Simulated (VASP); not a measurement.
# C (Fd-3m) in VASP: settings compared, part 3 of 3

VASP 6.6.1. Earlier steps stand in the parts before.

## 6. Relaxation of cell and atoms, revTPSS

INCAR

```
SYSTEM = C
ALGO = Normal ; EDIFF = 1E-6
EDIFFG = -0.02 ; ENCUT = 600
IBRION = 2 ; ISIF = 3
ISMEAR = -1 ; LASPH = .True.
LCHARG = .False. ; LMIXTAU = .True.
LREAL = .False. ; LWAVE = .False.
METAGGA = RTPSS ; NELM = 80
NSW = 60 ; PREC = Accurate
SIGMA = 0.05
```

KPOINTS

```
k-points
0
Gamma
  13 13 13
  0 0 0
```

POSCAR

```
C
1.0
    0.0000000000      1.7833700000      1.7833700000
    1.7833700000      0.0000000000      1.7833700000
    1.7833700000      1.7833700000      0.0000000000
C
2
Direct
    0.7500000000      0.7500000000      0.7500000000
    0.5000000000      0.5000000000      0.5000000000
```

Potentials or basis: VASP PAW PBE potentials, release 64 (C).

On the command line:

```sh
> cat potpaw_PBE.64/C/POTCAR > POTCAR
> mpirun -np 1 vasp_std > vasp.out
```

OUTCAR:

```text
SYSTEM = C
   EDIFF = 1E-6
   EDIFFG = -0.02
   ENCUT = 600
   IBRION = 2
   ISIF = 3
   ISMEAR = -1
   LASPH = .True.
   LREAL = .False.
   METAGGA = RTPSS
   NELM = 80
   NSW = 60
   PREC = Accurate

 ion  position               nearest neighbor table
   1  0.750  0.750  0.750-   2 1.54   2 1.54   2 1.54   2 1.54
   2  0.500  0.500  0.500-   1 1.54   1 1.54   1 1.54   1 1.54

  LATTYP: Found a face centered cubic cell.
 ALAT       =     3.5667400000

  Lattice vectors:

 A1 = (   0.0000000000,   1.7833700000,   1.7833700000)
 A2 = (   1.7833700000,   0.0000000000,   1.7833700000)
 A3 = (   1.7833700000,   1.7833700000,   0.0000000000)

Analysis of symmetry for initial positions (statically):
=====================================================================
 Subroutine PRICEL returns:
 Original cell was already a primitive cell.

 Routine SETGRP: Setting up the symmetry group for a
 face centered cubic supercell.

 Subroutine GETGRP returns: Found 48 space group operations
 (whereof 24 operations were pure point group operations)
 out of a pool of 48 trial point group operations.

The static configuration has the point symmetry T_d .
[... 198 lines left out ...]
  Total       -0.1628967     -0.1628967     -0.1628967      0.0000000      0.0000000     -0.0000000
  in kB      -23.0074502    -23.0074502    -23.0074502      0.0000000      0.0000000     -0.0000000
  external PRESSURE =     -23.0074502 kB  Pullay stress =       0.0000000 kB
[... 59 lines left out ...]
--------------------------------------- Ionic step        3  -------------------------------------------

 number of electron       7.9999999 magnetization

 Free energy of the ion-electron system (eV)
  ---------------------------------------------------
  ext. energy  EPLUGINS =         0.00000000
  ---------------------------------------------------
  free energy    TOTEN  =       -20.49813444 eV

  energy without entropy =      -20.49813444  energy(sigma->0) =      -20.49813444

 E-fermi :  10.7612     XC(G=0): -13.6532

 val. band max:        9.8768188423   @ k =   0.0000   0.0000   0.0000
 cond. band min:      13.9118473141   @ k =   0.3846   0.3846   0.0000
 fundamental gap:      4.0350284719
 Fermi energy:        10.7612008068

 k-point     1 :       0.0000    0.0000    0.0000
  band No.  band energies     occupation
      1     -12.1706      2.00000
      2       9.8768      2.00000
      3       9.8768      2.00000
      4       9.8768      2.00000
      5      15.6545      0.00000
      6      15.6545      0.00000
      7      15.6545      0.00000
      8      23.4258      0.00000
[... 419 lines left out ...]
 k-point    40 :       0.4615    0.3077    0.0000
  band No.  band energies     occupation
      1      -6.3501      2.00000
      2       0.2230      2.00000
      3       2.7060      2.00000
      4       4.2762      2.00000
      5      15.0449      0.00000
      6      18.2578      0.00000
      7      24.6625      0.00000
      8      24.8612      0.00000

 [... further k-points ...]

------------------------ aborting loop because EDIFF is reached ----------------------------------------

  FORCE on cell =-STRESS in cart. coord.  units (eV):
  Direction    XX          YY          ZZ          XY          YZ          ZX
  --------------------------------------------------------------------------------------
  -------------------------------------------------------------------------------------
  Total        0.0000666      0.0000666      0.0000666      0.0000000      0.0000000     -0.0000000
  in kB        0.0094516      0.0094516      0.0094516      0.0000000      0.0000000     -0.0000000
  external PRESSURE =       0.0094516 kB  Pullay stress =       0.0000000 kB
[... 17 lines left out ...]
  FREE ENERGIE OF THE ION-ELECTRON SYSTEM (eV)
  ---------------------------------------------------
  free  energy   TOTEN  =       -20.4981344386 eV

  energy  without entropy=      -20.4981344385  energy(sigma->0) =      -20.49813444

 reached required accuracy - stopping structural energy minimisation
```

OSZICAR:

```text
N       E                     dE             d eps       ncg     rms          rms(c)
DAV:   1    -0.691248933745E+00   -0.69125E+00   -0.55619E+03  1400   0.111E+03
DAV:   2    -0.214663861297E+02   -0.20775E+02   -0.19565E+02  2056   0.132E+02
DAV:   3    -0.215803346843E+02   -0.11395E+00   -0.11395E+00  1416   0.129E+01
[... 26 lines left out ...]
DAV:   3    -0.204977356895E+02    0.43782E-03   -0.10277E-03  1648   0.241E-01    0.310E-02
DAV:   4    -0.204981288889E+02   -0.39320E-03   -0.39113E-04  1648   0.158E-01    0.111E-02
DAV:   5    -0.204981320683E+02   -0.31794E-05   -0.21127E-06  1344   0.210E-02    0.420E-03
DAV:   6    -0.204981334988E+02   -0.14305E-05   -0.32578E-06  1416   0.208E-02    0.409E-04
DAV:   7    -0.204981344386E+02   -0.93974E-06   -0.12361E-07   672   0.461E-03
   3 F= -.20498134E+02 E0= -.20498134E+02  d E =-.434978E-03
```

Run time: 63 s. Hardware: 1 thread of Intel Xeon Platinum 8488C (Sapphire Rapids), shared host; peak memory 0.12 GiB.

What came out:

```yaml
Free_energy: -20.4981 eV
Relaxed_volume: 5.64 Å³/atom
Relaxed_cell: a = 2.518 Å, b = 2.518 Å, c = 2.518 Å, α = 60.00°, β = 60.00°, γ = 60.00°
Space_group_after_relaxing_to_0.05_Å: Fd-3m (No. 227)
Energy_gained_by_relaxing: 0.2 meV/atom
Ionic_steps: 3
Pressure_after_relaxing: 0.0 GPa
Band_gap_on_the_k_mesh: 4.04 eV, indirect (least direct gap 5.78 eV)
```

Step by step:
```tsv
step	energy change (eV)	largest force (eV/Å)	pressure (GPa)	volume (Å³)
1	0.0000	0.0000	-2.30	11.34
2	0.0002	0.0000	2.90	11.21
3	-0.0004	0.0000	0.00	11.28
```

Final structure:
```
CELL_PARAMETERS angstrom
0.00000 1.78021 1.78021
1.78021 0.00000 1.78021
1.78021 1.78021 0.00000
ATOMIC_POSITIONS crystal
C 0.75000 0.75000 0.75000
C 0.50000 0.50000 0.50000
```

Caveat: the PAW data sets were made with another functional, which shifts forces and pressure a little; an odd mesh through Γ misses points on the zone boundary, where band edges often lie.

## 7. For comparison

An earlier run on the cell as given: functional PBE; potentials or basis VASP PAW PBE potentials, release 64 (C); cutoff 520 eV; k mesh 13 × 13 × 13; occupations fermi-dirac, width 0.05 eV; no spin polarisation.

- Pressure: 2.5 GPa
- Band gap on the k mesh: 4.14 eV, indirect (least direct gap 5.59 eV)

## 8. Overview

| task | level | cell | cutoff (eV) | smearing | gap on the mesh (eV) | pressure (GPa) | relaxed volume (Å³/atom) |
| --- | --- | --- | --- | --- | --- | --- | --- |
| relaxation of cell and atoms | PBE+MBD | relaxed | 600 | fermi-dirac 0.05 eV | 4.16 | -0.3 | 5.63 |
| relaxation of cell and atoms | PBEsol+D3 | relaxed | 600 | fermi-dirac 0.05 eV | 4.04 | 0.0 | 5.59 |
| relaxation of cell and atoms | PBEsol+D3(BJ) | relaxed | 600 | fermi-dirac 0.05 eV | 4.05 | 0.0 | 5.57 |
| single point | PBE | as given | 520 | gaussian 0.012 eV | 4.14 | 2.5 | - |
| relaxation of cell and atoms | revTPSS | relaxed | 600 | fermi-dirac 0.05 eV | 4.04 | 0.0 | 5.64 |
| single point | PBE | as given | 520 | fermi-dirac 0.05 eV | 4.14 | 2.5 | - |

Alike in all rows: potentials or basis VASP PAW PBE potentials, release 64 (C); no spin polarisation; k mesh 13 × 13 × 13.

Caveats: an odd mesh through Γ misses points on the zone boundary, where band edges often lie; the PAW data sets were made with another functional, which shifts forces and pressure a little (some runs).

Absolute energies hang on the potentials; compare differences alone.

## 9. How close it comes

Step 2. The cell as given is a measured one (5.67 Å³/atom); PBE+MBD puts the equilibrium volume -0.7 % from it, thermal expansion not counted.

Step 3. The cell as given is a measured one (5.67 Å³/atom); PBEsol+D3 puts the equilibrium volume -1.5 % from it, thermal expansion not counted.

Step 4. The cell as given is a measured one (5.67 Å³/atom); PBEsol+D3(BJ) puts the equilibrium volume -1.8 % from it, thermal expansion not counted.

Step 6. The cell as given is a measured one (5.67 Å³/atom); revTPSS puts the equilibrium volume -0.5 % from it, thermal expansion not counted.
